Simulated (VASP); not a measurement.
# BaTiO3 (Pm-3m) in VASP: notebook

The runs below take BaTiO3 through single point, with LDA.

Program: VASP 6.6.1. These are calculated values, not measurements. Logs are shortened: lines on timing, memory, paths and dates and some standing lists are left out, and cuts for length are marked.

## (1) The structure

It takes space group Pm-3m (No. 221, cubic). Conventional cell: a = 4.006 Å, b = 4.006 Å, c = 4.006 Å, α = 90.00°, β = 90.00°, γ = 90.00°. Around Ba (site symmetry m-3m) lie 12 O at 2.83 Å. Around Ti (site symmetry m-3m) lie 6 O at 2.00 Å. O (site symmetry 4/mmm) is surrounded by 2 Ti at 2.00 Å.

## (2) Single point, LDA

File INCAR:

```
PREC = Accurate
ENCUT = 520
EDIFF = 1E-7
ISMEAR = 0
SIGMA = 0.05
LREAL = False
LASPH = True
NELM = 100
ALGO = Normal
ISIF = 2
LWAVE = False
LCHARG = False
GGA = CA
ADDGRID = False
```

File KPOINTS:

```
Automatic mesh
0
Gamma
  6 6 6
```

File POSCAR:

```
BaTiO3
1.0
    4.0060000000      0.0000000000      0.0000000000
    0.0000000000      4.0060000000      0.0000000000
    0.0000000000      0.0000000000      4.0060000000
Ba Ti O
1 1 3
Direct
    0.5000000000      0.5000000000      0.5000000000
    0.0000000000      0.0000000000      0.0000000000
    0.0000000000      0.0000000000      0.5000000000
    0.0000000000      0.5000000000      0.0000000000
    0.5000000000      0.0000000000      0.0000000000
```

Potentials or basis: VASP PAW LDA potentials, release 64 (Ba_sv, Ti_sv, O).

Command:

```console
cat potpaw_LDA.64/Ba_sv/POTCAR potpaw_LDA.64/Ti_sv/POTCAR potpaw_LDA.64/O/POTCAR > POTCAR
mpirun -np 1 vasp_std > vasp.out
```

OUTCAR:

```text
PREC = Accurate
   ENCUT = 520
   EDIFF = 1E-7
   ISMEAR = 0
   LREAL = False
   LASPH = True
   NELM = 100
   ISIF = 2
   GGA = CA

 Found     20 irreducible k-points:

 Following reciprocal coordinates:
            Coordinates               Weight
  0.000000  0.000000  0.000000      1.000000
  0.166667  0.000000  0.000000      6.000000
  0.333333  0.000000  0.000000      6.000000
  0.500000  0.000000  0.000000      3.000000
  0.166667  0.166667  0.000000     12.000000
  0.333333  0.166667  0.000000     24.000000
   k-points           NKPTS =     20   k-points in BZ     NKDIM =     20   number of bands    NBANDS=     24
   number of dos      NEDOS =    301   number of ions     NIONS =      5
   total plane-waves  NPLWV =  27000
   dimension x,y,z NGX =    30 NGY =   30 NGZ =   30
   dimension x,y,z NGXF=    60 NGYF=   60 NGZF=   60
   ions per type =               1   1   3
   NGX,Y,Z   is equivalent  to a cutoff of  12.45, 12.45, 12.45 a.u.
   NGXF,Y,Z  is equivalent  to a cutoff of  24.90, 24.90, 24.90 a.u.
 SYSTEM =  unknown system
   PREC   = accura    normal or accurate (medium, high low for compatibility)
   ISTART =      0    job   : 0-new  1-cont  2-samecut
   ICHARG =      2    charge: 1-file 2-atom 10-const
   ISPIN  =      1    spin polarized calculation?
   LNONCOLLINEAR =      F non collinear calculations
   LSORBIT =      F    spin-orbit coupling
   LASPH  =      T    aspherical Exc in radial PAW
   ENCUT  =  520.0 eV  38.22 Ry    6.18 a.u.   7.45  7.45  7.45*2*pi/ulx,y,z
   NELM   =    100;   NELMIN=  2; NELMDL= -5     # of ELM steps
   EDIFF  = 0.1E-06   stopping-criterion for ELM
   LREAL  =      F    real-space projection
   EDIFFG = 0.1E-05   stopping-criterion for IOM
   NSW    =      0    number of steps for IOM
   IBRION =     -1    ionic relax: 0-MD 1-quasi-New 2-CG
   NFREE  =      0    steps in history (QN), initial steepest desc. (CG)
   ISIF   =      2    stress and relaxation
   ISYM   =      2    0-nonsym 1-usesym 2-fastsym
   POTIM  = 0.5000    time-step for ionic-motion
   TEBEG  =    0.0;   TEEND  =   0.0 temperature during run
   PSTRESS=    0.0 pullay stress
   NELECT =      40.0000    total number of electrons
   NUPDOWN=      -1.0000    fix difference up-down
   EMIN   =  10.00;   EMAX   =-10.00  energy-range for DOS
   EFERMI =   0.00;   METHOD = LEGACY
   ISMEAR =     0;   SIGMA  =   0.05  broadening in eV -4-tet -1-fermi 0-gaus
   EFERMI_NEDOS =   21; number of points for ismear=-14 and -15
   IALGO  =     38    algorithm
   IMIX   =      4    mixing-type and parameters
     AMIX     =   0.40;   BMIX     =  1.00
     AMIX_MAG =   1.60;   BMIX_MAG =  1.00
  volume/ion in A,a.u.               =      12.86        86.77
  Fermi-wavevector in a.u.,A,eV,Ry     =   1.397603  2.641087 26.576187  1.953295
  Thomas-Fermi vector in A             =   2.520843
   LORBIT       =      0    0 simple, 1 ext, 2 COOP (PROOUT), +10 PAW based schemes
   GGA     = CA    functional components
   LHFCALC =     F    Hartree Fock is set to
   AEXX    =    0.0000 exact exchange contribution
   IVDW    =     0    specifies the selected vdW correction
   LEPSILON=     F    determine dielectric tensor
   LRPA    =     F    only Hartree local field effects (RPA)
 non-spin polarized calculation
 Gauss-broadening in eV      SIGMA  =   0.05
  energy-cutoff  :      520.00
  volume of cell :       64.29
 maximum number of plane-waves:      1755
 NGX is ok and might be reduce to    30
   NGX = 15   NGY = 15   NGZ = 15

 number of electron      39.9999976 magnetization

 Free energy of the ion-electron system (eV)
  ---------------------------------------------------
  ext. energy  EPLUGINS =         0.00000000
  ---------------------------------------------------
  free energy    TOTEN  =       -44.09742939 eV

  energy without entropy =      -44.09742939  energy(sigma->0) =      -44.09742939

 E-fermi :   3.7594     XC(G=0): -11.7241

 val. band max:        3.5025768428   @ k =   0.5000   0.5000   0.5000
 cond. band min:       5.1536743811   @ k =   0.0000   0.0000   0.0000
 fundamental gap:      1.6510975384
 Fermi energy:         3.7594074098

 k-point     1 :       0.0000    0.0000    0.0000
  band No.  band energies     occupation
      1     -52.3951      2.00000
      2     -29.0079      2.00000
      3     -29.0079      2.00000
      4     -29.0079      2.00000
      5     -21.1595      2.00000
      6     -13.0723      2.00000
      7     -12.3655      2.00000
      8     -12.3655      2.00000
      9      -6.3785      2.00000
     10      -6.3785      2.00000
     11      -6.3785      2.00000
     12       1.1916      2.00000
     13       1.1916      2.00000
     14       1.1916      2.00000
     15       2.3949      2.00000
     16       2.3949      2.00000
     17       2.3949      2.00000
     18       3.3589      2.00000
     19       3.3589      2.00000
     20       3.3589      2.00000
     21       5.1537      0.00000
     22       5.1537      0.00000
     23       5.1537      0.00000
     24       7.4258      0.00000

 k-point     2 :       0.1667    0.0000    0.0000
  band No.  band energies     occupation
      1     -52.3948      2.00000
      2     -29.0213      2.00000
      3     -29.0074      2.00000
      4     -29.0074      2.00000
      5     -21.1296      2.00000
      6     -13.0971      2.00000
      7     -12.3554      2.00000
      8     -12.3391      2.00000
      9      -6.3364      2.00000
     10      -6.3364      2.00000
     11      -6.2617      2.00000
     12       0.7487      2.00000
     13       1.1079      2.00000
     14       1.1079      2.00000
     15       2.0960      2.00000
     16       2.0960      2.00000
     17       2.1456      2.00000
     18       2.7237      2.00000
     19       3.1699      2.00000
     20       3.1699      2.00000
     21       5.1932      0.00000
     22       5.6953      0.00000
     23       5.6953      0.00000
     24       7.4288      0.00000

 k-point     3 :       0.3333    0.0000    0.0000
  band No.  band energies     occupation
      1     -52.3943      2.00000
      2     -29.0479      2.00000
      3     -29.0063      2.00000
      4     -29.0063      2.00000
      5     -21.0685      2.00000
      6     -13.2326      2.00000
      7     -12.3352      2.00000
      8     -12.1763      2.00000
      9      -6.2485      2.00000
     10      -6.2485      2.00000
     11      -6.0328      2.00000
     12      -0.1050      2.00000
     13       0.8519      2.00000
     14       0.8519      2.00000
     15       1.7197      2.00000
     16       1.7430      2.00000
     17       1.7430      2.00000
     18       1.8535      2.00000
     19       2.8953      2.00000
     20       2.8953      2.00000
     21       5.2750      0.00000
     22       6.5592      0.00000
     23       6.5592      0.00000
     24       7.4329      0.00000

 k-point     4 :       0.5000    0.0000    0.0000
  band No.  band energies     occupation
      1     -52.3940      2.00000
      2     -29.0611      2.00000
      3     -29.0057      2.00000
      4     -29.0057      2.00000
      5     -21.0373      2.00000
      6     -13.3223      2.00000
      7     -12.3254      2.00000
      8     -12.0609      2.00000
      9      -6.2026      2.00000
     10      -6.2026      2.00000
     11      -5.9202      2.00000
     12      -0.5151      2.00000
     13       0.6890      2.00000
     14       0.6890      2.00000
     15       1.5116      2.00000
     16       1.5327      2.00000
     17       1.6445      2.00000
     18       1.6445      2.00000
     19       2.7800      2.00000
     20       2.7800      2.00000
     21       5.3175      0.00000
     22       6.9461      0.00000
     23       6.9461      0.00000
     24       7.4347      0.00000

 k-point     5 :       0.1667    0.1667    0.0000
  band No.  band energies     occupation
      1     -52.3946      2.00000
      2     -29.0210      2.00000
      3     -29.0203      2.00000
      4     -29.0068      2.00000
      5     -21.1022      2.00000
      6     -13.0759      2.00000
      7     -12.3557      2.00000
      8     -12.3266      2.00000
      9      -6.3799      2.00000
     10      -6.2919      2.00000
     11      -6.1411      2.00000
     12       0.4966      2.00000
     13       0.8697      2.00000
     14       1.0614      2.00000
     15       1.5002      2.00000
     16       1.8235      2.00000
     17       2.3636      2.00000
     18       2.4198      2.00000
     19       2.9308      2.00000
     20       3.0318      2.00000
     21       5.6563      0.00000
     22       5.7785      0.00000
     23       5.9591      0.00000
     24       7.7587      0.00000

 k-point     6 :       0.3333    0.1667    0.0000
  band No.  band energies     occupation
      1     -52.3940      2.00000
      2     -29.0471      2.00000
      3     -29.0194      2.00000
      4     -29.0058      2.00000
      5     -21.0465      2.00000
      6     -13.1299      2.00000
      7     -12.3225      2.00000
      8     -12.2206      2.00000
      9      -6.3264      2.00000
     10      -6.1991      2.00000
     11      -6.0509      2.00000
     12      -0.1898      2.00000
     13       0.5837      2.00000
     14       0.8502      2.00000
     15       0.8602      2.00000
     16       1.4878      2.00000
     17       1.9276      2.00000
     18       2.3923      2.00000
     19       2.5914      2.00000
     20       2.8274      2.00000
     21       5.7637      0.00000
     22       6.5685      0.00000
     23       6.6180      0.00000
     24       7.8576      0.00000

 [... further k-points ...]
[... 5 lines left out ...]
  --------------------------------------------------------------------------------------
  -------------------------------------------------------------------------------------
  Total       -2.9209174     -2.9209174     -2.9209174      0.0000000     -0.0000000      0.0000000
  in kB      -72.7942409    -72.7942409    -72.7942409      0.0000000     -0.0000000      0.0000000
  external PRESSURE =     -72.7942409 kB  Pullay stress =       0.0000000 kB

 VOLUME and BASIS-vectors are now :
 -----------------------------------------------------------------------------
  energy-cutoff  :      520.00
  volume of cell :       64.29
      direct lattice vectors                 reciprocal lattice vectors
     4.006000000  0.000000000  0.000000000     0.249625562  0.000000000  0.000000000
     0.000000000  4.006000000  0.000000000     0.000000000  0.249625562  0.000000000
     0.000000000  0.000000000  4.006000000     0.000000000  0.000000000  0.249625562

 POSITION                                       TOTAL-FORCE (eV/Angst)
 -----------------------------------------------------------------------------------
      2.00300      2.00300      2.00300         0.000000      0.000000      0.000000
      0.00000      0.00000      0.00000         0.000000      0.000000      0.000000
      0.00000      0.00000      2.00300         0.000000      0.000000      0.000000
      0.00000      2.00300      0.00000         0.000000      0.000000      0.000000
      2.00300      0.00000      0.00000         0.000000      0.000000      0.000000
 -----------------------------------------------------------------------------------
    total drift:                               -0.000000     -0.000000      0.000000

  FREE ENERGIE OF THE ION-ELECTRON SYSTEM (eV)
  ---------------------------------------------------
  free  energy   TOTEN  =       -44.0974293947 eV

  energy  without entropy=      -44.0974293947  energy(sigma->0) =      -44.09742939
```

Wall time 31 s (1 thread of AMD EPYC 7R13 (Zen 3), shared host); peak memory 0.14 GiB.

These settings aren't checked as converged: the numbers below hold their error.

What came out:

```yaml
Free_energy: -44.0974 eV
Pressure: -7.3 GPa
Band_gap_on_the_k_mesh: 1.65 eV, indirect (least direct gap 1.79 eV)
```

Caveat: spin-orbit coupling is left out, which moves the levels of the heavy elements.

(Continued in part 2 of 2.)
